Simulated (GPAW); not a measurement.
# CuO (P-6m2) in GPAW: settings compared

One crystal, CuO, is run at these levels: B3LYP, PBE+D3(BJ); tasks: single point, relaxation of cell and atoms.

All numbers are computed with GPAW 26.7.0; they aren't measurements. Logs are shortened: lines on timing, memory, paths and dates and some standing lists are left out, and cuts for length are marked. The log counts tension as positive stress, the text compression.

### Step 1. The structure

The structure is hexagonal, space group P-6m2 (No. 187). Conventional cell: a = 2.836 Å, b = 2.836 Å, c = 2.768 Å, α = 90.00°, β = 90.00°, γ = 120.00°. Cu (site symmetry -6m2) is surrounded by 6 O at 2.14 Å. O (site symmetry -6m2) has 6 Cu at 2.14 Å as nearest neighbours.

Measurements of this composition are mostly on another form, of space group No. 15.

### Step 2. Single point, B3LYP

run.py reads:

```python
from ase import Atoms
from ase.dft.bandgap import bandgap
from ase.io import write
from gpaw import GPAW, PW

atoms = Atoms(['Cu', 'O'],
              cell=[[2.8363251093, 0.0, 0.0],
                    [-1.4181625547, 2.4563295981, 0.0],
                    [0.0, 0.0, 2.76811278]],
              scaled_positions=[[0.0, 0.0, 0.0],
                                [0.6666666667, 0.3333333333, 0.5]],
              pbc=True)

calc = GPAW(mode=PW(600),
            xc='B3LYP',
            kpts={'size': (4, 4, 4), 'gamma': True},
            occupations={'name': 'fermi-dirac', 'width': 0.05},
            nbands=15,
            convergence={'density': 1e-05, 'energy': 1e-05},
            maxiter=60,
            txt='gpaw.txt')
atoms.calc = calc
energy = atoms.get_potential_energy()
calc.write('gs.gpw')
write('result.traj', atoms)
print(f'Energy: {energy:.6f} eV')
print('Fermi level:', round(calc.get_fermi_level(), 4), 'eV')
print(f'Gap: {bandgap(calc)[0]:.4f} eV, direct: {bandgap(calc, direct=True)[0]:.4f} eV')
```

Potentials or basis: GPAW PAW data sets (gpaw-data 1.2.1), pw.

Run with:

```
$ OMP_NUM_THREADS=1 python run.py
```

gpaw.txt:

```text
__  _  _
 | _ |_)|_||  |
 |__||  | ||/\| - 26.7.0

Input parameters:
  mode=PW(ecut=600.0),
  convergence={'density': 1e-05, 'energy': 1e-05},
  kpts=MonkhorstPack(size=(4, 4, 4), gamma=True),
  maxiter=60,
  nbands=15,
  occupations=Occupations(name='fermi-dirac', width=0.05),
  xc=XC(name='B3LYP')

Diagonalizing LCAO Hamiltonian
Converting LCAO to pw mode

           O

       Cu

Atoms  # Å, Bohr magnetons
|   | symbol |        x |        y |        z |    initial magnetic moments |
|---|--------|----------|----------|----------|-----------------------------|
| 0 |     Cu | 0.000000 | 0.000000 | 0.000000 | ( 0.0000,  0.0000,  0.0000) |
| 1 |      O | 1.418163 | 0.818777 | 1.384056 | ( 0.0000,  0.0000,  0.0000) |

Unit cell  # Å
| periodic |         x |        y |        z |  lengths |     angles |
|----------|-----------|----------|----------|----------|------------|
|      yes |  2.836325 | 0.000000 | 0.000000 | 2.836325 |  90.000000 |
|      yes | -1.418163 | 2.456330 | 0.000000 | 2.836325 |  90.000000 |
|      yes |  0.000000 | 0.000000 | 2.768113 | 2.768113 | 120.000000 |

Number of symmetries: 12
Symmetry operations  # r_c * U_cc + t_c -> r_c
|    | kind |            matrix            |
|----|------|------------------------------|
|  0 |  σ   |  1, 1, 0,  0,-1, 0,  0, 0, 1 |
|  1 |  C2  |  1, 1, 0,  0,-1, 0,  0, 0,-1 |
|  2 |  E   |  1, 0, 0,  0, 1, 0,  0, 0, 1 |
|  3 |  σ   |  1, 0, 0,  0, 1, 0,  0, 0,-1 |
|  4 |  C3  |  0, 1, 0, -1,-1, 0,  0, 0, 1 |
|  5 |  S3  |  0, 1, 0, -1,-1, 0,  0, 0,-1 |
|  6 |  σ   |  0,-1, 0, -1, 0, 0,  0, 0, 1 |
|  7 |  C2  |  0,-1, 0, -1, 0, 0,  0, 0,-1 |
|  8 |  σ   | -1, 0, 0,  1, 1, 0,  0, 0, 1 |
|  9 |  C2  | -1, 0, 0,  1, 1, 0,  0, 0,-1 |
| 10 |  C3  | -1,-1, 0,  1, 0, 0,  0, 0, 1 |
| 11 |  S3  | -1,-1, 0,  1, 0, 0,  0, 0,-1 |

BZ-sampling:
  Number of BZ points: 64
  Number of IBZ points: 12

  Monkhorst-Pack size: [4, 4, 4]
  Monkhorst-Pack shift: [0.125, 0.125, 0.125]

K-points  # in reciprocal-cell coordinates
|     |                                coordinates |     weight |
|-----|--------------------------------------------|------------|
|   0 | (  0.00000000,   0.00000000,   0.00000000) | 0.01562500 |
|   1 | (  0.00000000,   0.00000000,   0.25000000) | 0.03125000 |
|   2 | (  0.00000000,   0.00000000,   0.50000000) | 0.01562500 |
|   3 | (  0.25000000,   0.00000000,   0.00000000) | 0.09375000 |
|   4 | (  0.25000000,   0.00000000,   0.25000000) | 0.18750000 |
|   5 | (  0.25000000,   0.00000000,   0.50000000) | 0.09375000 |
|   6 | (  0.50000000,   0.25000000,   0.00000000) | 0.09375000 |
|   7 | (  0.50000000,   0.25000000,   0.25000000) | 0.18750000 |
|   8 | (  0.50000000,   0.25000000,   0.50000000) | 0.09375000 |
|   9 | (  0.50000000,   0.50000000,   0.00000000) | 0.04687500 |
| ... |                                            |            |
|  11 | (  0.50000000,   0.50000000,   0.50000000) | 0.04687500 |

Plane wave coefficients: 660
Cutoff: 600.0 eV

Spin-components: 1 (collinear spins)
Bands:           15
Projectors:      11
Spin-degeneracy: 2
Datatype:        complex128

Parallelization:
  kpt:    1
  domain: 1
  band:   1

Density:
  Valence electrons: 17.0
  Components: 1
  Grid points: [18 18 16]
  Charge: 0.0  # |e|

Potential:
  Grid points: [18 18 16]

species:
  Cu:
    name:    Copper
    Z:       29.0
    valence: 11
    core:    18
    charge:  0.0  # [|e|]
    compensation charges:
      type: gauss
      rc: 0.33  # [Å]
      lmax: 2
    cutoffs:
      filter: 2.06  # [Å]
      core: 2.43  # [Å]
    projectors
    | kind |    occ | energy [eV] | rcut [Å] |
    |------|--------|-------------|----------|
    |   4s |  1.000 |      -4.609 |    1.164 |
    |   4p |  0.000 |      -0.698 |    1.164 |
    |   3d | 10.000 |      -5.039 |    1.058 |
    |    s |        |      22.603 |    1.164 |
    |    p |        |      26.513 |    1.164 |
    |    d |        |      22.172 |    1.058 |

    Using partial waves for Cu as LCAO basis

  O:
    name:    Oxygen
    Z:       8.0
    valence: 6
    core:    2
    charge:  0.0  # [|e|]
    compensation charges:
      type: gauss
      rc: 0.21  # [Å]
      lmax: 2
    cutoffs:
      filter: 1.17  # [Å]
      core: 0.83  # [Å]
    projectors
    | kind |    occ | energy [eV] | rcut [Å] |
    |------|--------|-------------|----------|
    |   2s |  2.000 |     -23.961 |    0.688 |
    |   2p |  4.000 |      -9.029 |    0.598 |
    |    s |        |       3.251 |    0.688 |
    |    p |        |      18.182 |    0.598 |
    |    d |        |       0.000 |    0.619 |

    Using partial waves for O as LCAO basis

Reference energy: -47062.304142  # eV

eigensolver:
  PPCG
  Converge bands: occupied
  niter=2

density mixing:
  MSR1-Mixer
  Pratt-step length: 0.05
  Maximum mixing coefficient: 0.75
  Old densities: 10
  SVD Regularization: 0.005
  Good broyden scale: 1.0
  Trust region scale: 1.0
  Backstep threshold: 4.0
  History deletion threshold: 6.0
  Fourier metric: weight=20.0, sigma=0.015

occupation numbers:
  Fermi-Dirac:
    width: 0.0500  # eV

poisson solver:
  ecut: 4800.0  # eV

xc functional:
  name: HYB_GGA_XC_B3LYP with 2 nearest neighbor stencil

convergence criteria:
- Maximum integral of absolute [dens]ity change: 1e-05 electrons / valence electron
- Maximum [total energy] change in last 3 cyles: 1e-05 eV / valence electron
- Maximum integral of absolute [eigenst]ate change: 4e-08 eV^2 / valence electron
maximum number of iterations: 60

IBZ(<points: 12, symmetries: 12>)
Occupied bands: 10
SCF iterations
|iter     | |      energy | eigst |  dens |
|---------|-|-------------|-------|-------|
|iter:   1| | -416.572051 | -0.08 |       |
|iter:   2| |  -19.373464 | -0.77 | -0.86 |
|iter:   3| |  -17.528594 | -0.92 | -0.93 |
|iter:   4| |  -18.118430 | -1.82 | -1.28 |
|iter:   5| |  -17.667951 | -1.49 | -1.26 |
|iter:   6| |  -18.581985 | -1.55 | -1.46 |
|iter:   7| |  -17.835450 | -2.13 | -1.18 |
|iter:   8| |  -17.565348 | -1.59 | -1.39 |
|iter:   9| |  -17.652447 | -3.92 | -1.99 |
|iter:  10| |  -17.664012 | -2.41 | -1.95 |
|iter:  11| |  -17.634340 | -3.21 | -1.89 |
|iter:  12| |  -17.635991 | -2.95 | -2.25 |
|iter:  13| |  -17.636091 | -5.04 | -2.32 |
|iter:  14| |  -17.635816 | -3.19 | -2.35 |
|iter:  15| |  -17.633159 | -4.35 | -2.39 |
|iter:  16| |  -17.632475 | -4.17 | -2.66 |
|iter:  17| |  -17.632769 | -6.26 | -3.28 |
|iter:  18| |  -17.632695 | -5.37 | -3.21 |
|iter:  19| |  -17.632718c| -6.90 | -4.11 |
|iter:  20| |  -17.632710c| -6.96 | -3.84 |
|iter:  21| |  -17.632709c| -7.16 | -4.39 |
|iter:  22| |  -17.632709c| -8.59c| -4.26 |
|iter:  23| |  -17.632709c| -7.83c| -4.38 |
|iter:  24| |  -17.632710c| -8.69c| -5.71c|

Converged in 24 steps
Energy contributions relative to reference atoms: (reference = -47062.304142)

Energy contributions:
  Kinetic:          11.654682
  Coulomb:         -11.892787
  Zero:              0.110644
  External:          0.000000
  Xc:              386.367788
  Entropy:          -0.012232
  Spinorbit:         0.000000
  Hybrid_Xc_Cc:      -324.103875
  Hybrid_Xc_Vc:       -31.674004
  Hybrid_Xc_Vv:       -48.089042
  ----------------------------
  Free energy:     -17.638826
  Extrapolated:    -17.632710

dipole moment: (-2.576902, -5.456492, -5.869280)  # |e|*Ang

Fermi level: 5.718
Eigenvalues  # (at kpt = [0.000, 0.000, 0.000])
| band index |      eig [eV] | occ [0-2] |
|------------|---------------|-----------|
|          0 |       -14.983 |     2.000 |
|          1 |         1.356 |     2.000 |
|          2 |         1.356 |     2.000 |
|          3 |         1.543 |     2.000 |
|          4 |         2.877 |     2.000 |
|          5 |         3.373 |     2.000 |
|          6 |         3.373 |     2.000 |
|          7 |         5.129 |     2.000 |
|          8 |         5.129 |     2.000 |
|          9 |         8.642 |     0.000 |
|         10 |        23.175 |     0.000 |
|         11 |        24.623 |     0.000 |
|         12 |        24.623 |     0.000 |
|         13 |        26.887 |     0.000 |
|         14 |        29.442 |     0.000 |

No gap
No difference between direct/indirect transitions
# Writing to gs.gpw (mode='')
```

Run time: 40 min. Hardware: 1 thread of Arm Neoverse V2, shared host; peak memory 0.23 GiB.

Results:

```
Free energy            : -17.6388 eV
Band gap on the k mesh : none (metal or under the smearing width)
```

Caveat: the k mesh is coarse (spacing up to 0.64 Å⁻¹), so the values aren't converged, least of all with exact exchange; exact exchange converges slowly with the k mesh, and this mesh is small; the PAW data sets were made with another functional, which shifts forces and pressure a little; an odd number of electrons without spin polarisation forces a metal; a magnetic or distorted state may lie lower; the run has no spin polarisation, though such a crystal can be magnetic.

### Step 3. Relaxation of cell and atoms, PBE+D3(BJ), target pressure 5 GPa, at which the enthalpy is minimised

run.py reads:

```python
from ase.calculators.mixing import SumCalculator
from ase.filters import FrechetCellFilter
from ase.io import read, write
from ase.optimize import BFGS
from ase.units import GPa
from dftd3.ase import DFTD3
from gpaw import GPAW, PW

atoms = read('CuO.xyz')

calc = GPAW(mode=PW(800),
            xc='PBE',
            kpts={'size': (8, 8, 7), 'gamma': True},
            occupations={'name': 'fermi-dirac', 'width': 0.05},
            nbands=19,
            convergence={'density': 1e-05, 'energy': 1e-05},
            maxiter=150,
            txt='gpaw.txt')
atoms.calc = SumCalculator([calc, DFTD3(method='pbe', damping='d3bj')])
opt = BFGS(FrechetCellFilter(atoms, scalar_pressure=5 * GPa), trajectory='relax.traj', logfile='-')
done = opt.run(fmax=0.05, steps=100)
calc.write('gs.gpw')
write('result.traj', atoms)
print('Converged:', done)
print('Cell:', atoms.cell.cellpar().round(4))
print('Volume:', round(atoms.get_volume(), 4))
print(atoms.get_scaled_positions().round(5))
```

CuO.xyz reads:

```xyz
2
Lattice="2.8363251093 0.0000000000 0.0000000000 -1.4181625547 2.4563295981 0.0000000000 0.0000000000 0.0000000000 2.7681127800" Properties=species:S:1:pos:R:3 pbc="T T T"
Cu     0.0000000000      0.0000000000      0.0000000000
O      1.4181625548      0.8187765326      1.3840563900
```

Potentials or basis: GPAW PAW data sets (gpaw-data 1.2.1), pw.

Run with:

```
$ OMP_NUM_THREADS=1 python run.py
```

gpaw.txt:

```text
__  _  _
 | _ |_)|_||  |
 |__||  | ||/\| - 26.7.0

Input parameters:
  mode=PW(ecut=800.0),
  convergence={'density': 1e-05, 'energy': 1e-05},
  kpts=MonkhorstPack(size=(8, 8, 7), gamma=True),
  maxiter=150,
  nbands=19,
  occupations=Occupations(name='fermi-dirac', width=0.05),
  xc=XC(name='PBE')

Diagonalizing LCAO Hamiltonian
Converting LCAO to pw mode

           O

       Cu

Atoms  # Å, Bohr magnetons
|   | symbol |        x |        y |        z |    initial magnetic moments |
|---|--------|----------|----------|----------|-----------------------------|
| 0 |     Cu | 0.000000 | 0.000000 | 0.000000 | ( 0.0000,  0.0000,  0.0000) |
| 1 |      O | 1.418163 | 0.818777 | 1.384056 | ( 0.0000,  0.0000,  0.0000) |

Unit cell  # Å
| periodic |         x |        y |        z |  lengths |     angles |
[... 1417 lines left out ...]
|   | symbol |         x |        y |        z |    initial magnetic moments |
|---|--------|-----------|----------|----------|-----------------------------|
| 0 |     Cu | -0.000000 | 0.000000 | 0.000000 | ( 0.0000,  0.0000,  0.0000) |
| 1 |      O |  1.413335 | 0.815990 | 1.334608 | ( 0.0000,  0.0000,  0.0000) |

Unit cell  # Å
| periodic |         x |         y |        z |  lengths |     angles |
|----------|-----------|-----------|----------|----------|------------|
|      yes |  2.826671 |  0.000000 | 0.000000 | 2.826671 |  90.000000 |
|      yes | -1.413335 |  2.447969 | 0.000000 | 2.826671 |  90.000000 |
|      yes | -0.000000 | -0.000000 | 2.669216 | 2.669216 | 120.000000 |

Number of symmetries: 12
Symmetry operations  # r_c * U_cc + t_c -> r_c
|    | kind |            matrix            |
|----|------|------------------------------|
|  0 |  σ   |  1, 1, 0,  0,-1, 0,  0, 0, 1 |
|  1 |  C2  |  1, 1, 0,  0,-1, 0,  0, 0,-1 |
|  2 |  E   |  1, 0, 0,  0, 1, 0,  0, 0, 1 |
|  3 |  σ   |  1, 0, 0,  0, 1, 0,  0, 0,-1 |
|  4 |  C3  |  0, 1, 0, -1,-1, 0,  0, 0, 1 |
|  5 |  S3  |  0, 1, 0, -1,-1, 0,  0, 0,-1 |
|  6 |  σ   |  0,-1, 0, -1, 0, 0,  0, 0, 1 |
|  7 |  C2  |  0,-1, 0, -1, 0, 0,  0, 0,-1 |
|  8 |  σ   | -1, 0, 0,  1, 1, 0,  0, 0, 1 |
[... 191 lines left out ...]
Stress tensor  # eV/Ang^3
|         x |         y |         z |
|-----------|-----------|-----------|
| -0.064381 | -0.000000 |  0.000000 |
| -0.000000 | -0.064381 |  0.000000 |
|  0.000000 |  0.000000 | -0.063195 |

Forces  # eV/Ang
|       x |       y |       z |
|---------|---------|---------|
| 0.00000 | 0.00000 | 0.00000 |  # Cu   0
| 0.00000 | 0.00000 | 0.00000 |  # O    1

# Writing to gs.gpw (mode='')
```

stdout:

```text
Step          Energy          fmax
BFGS:    0       -9.280106        0.944170
BFGS:    1       -9.293841        0.752122
BFGS:    2       -9.311891        0.131503
BFGS:    3       -9.312605        0.094032
BFGS:    4       -9.313830        0.095368
BFGS:    5       -9.314659        0.065508
BFGS:    6       -9.314819        0.018924
Converged: True
Cell: [  2.8267   2.8267   2.6692  90.      90.     120.    ]
Volume: 18.4699
[[1.      0.      0.     ]
 [0.66667 0.33333 0.5    ]]
```

Run time: 62 s. Hardware: 1 thread of Arm Neoverse V2, shared host; peak memory 0.2 GiB.

Results:

```yaml
Free_energy: -9.9048 eV
Relaxed_volume: 9.23 Å³/atom
Relaxed_cell: a = 2.827 Å, b = 2.827 Å, c = 2.669 Å, α = 90.00°, β = 90.00°, γ = 120.00°
Space_group_after_relaxing_to_0.05_Å: P-6m2 (No. 187)
Energy_change_on_relaxing_the_enthalpy_is_what_falls: -4.6 meV/atom
Ionic_steps: 7
Pressure_after_relaxing: 4.8 GPa
Band_gap_on_the_k_mesh: none (metal or under the smearing width)
Dispersion_energy_per_atom: -0.311 eV
```

Stress tensor (GPa, compression positive):
```
4.82 0.00 0.00
0.00 4.82 0.00
0.00 0.00 4.67
```

Step by step:
```tsv
step	energy change (eV)	largest force (eV/Å)	pressure (GPa)	volume (Å³)
1	0.0000	0.0000	-4.31	19.29
2	-0.0066	0.0000	-2.15	19.06
3	-0.0007	0.0000	6.38	18.29
4	-0.0033	0.0000	5.69	18.35
5	-0.0072	0.0000	4.83	18.44
6	-0.0095	0.0000	4.51	18.48
7	-0.0093	0.0000	4.77	18.47
```

Final structure:
```
CELL_PARAMETERS angstrom
2.82667 0.00000 0.00000
-1.41334 2.44797 0.00000
0.00000 0.00000 2.66922
ATOMIC_POSITIONS crystal
Cu 0.00000 0.00000 0.00000
O 0.66667 0.33333 0.50000
```

Caveat: with this Cu data set, volumes or pressures lay over 1.5 % or 2 GPa off other programs in two to four cells of ten; later steps reuse the first step's grids; an odd number of electrons without spin polarisation forces a metal; a magnetic or distorted state may lie lower; the run has no spin polarisation, though such a crystal can be magnetic; semilocal functionals often make such compounds metallic where correlation or magnetic order opens a gap, which also shifts bond lengths; pairwise dispersion overbinds metals, which lowers pressure and volume.
